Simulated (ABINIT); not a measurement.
**HfO2 in ABINIT: the effect of functional**

Crystal: HfO2.

```
Hf O
1.0
     4.81353    0.00000    0.00000
     0.00000    4.81353    0.00000
     0.00000    0.00000    3.20542
Hf O
2 4
Direct
  0.50000 0.50000 0.50000
  0.00000 0.00000 0.00000
  0.80504 0.19496 0.50000
  0.69496 0.69496 0.00000
  0.30504 0.30504 0.00000
  0.19496 0.80504 0.50000
```

Measurements of this composition are mostly on another form, of space group No. 14.

Alike in all runs:

| Item | Value |
| --- | --- |
| Program | ABINIT 10.8.3 (patched build) |
| Task | band structure |
| Cutoff | 626 eV |
| k mesh | 6 × 6 × 8 |
| Occupations | fermi-dirac, width 0.05 eV |
| Spin | no spin polarisation |

```csv
functional,potentials or basis,gap on the mesh (eV),pressure (GPa),largest force (eV/Å)
PBEsol,JTH PAW PBE v2.0,?,?,?
PBE,JTH PAW PBE v2.0,4.00,5.9,0.05
LDA,JTH PAW LDA v2.0,3.78,-6.8,0.08
```

Q: What does the run with functional PBEsol give?

A: gap on the mesh 3.88 eV; pressure -0.4 GPa; largest force 0.01 eV/Å.

Caveats: spin-orbit coupling is left out, which moves the levels of the heavy elements; the PAW data sets were made with another functional, which shifts forces and pressure a little (some runs).

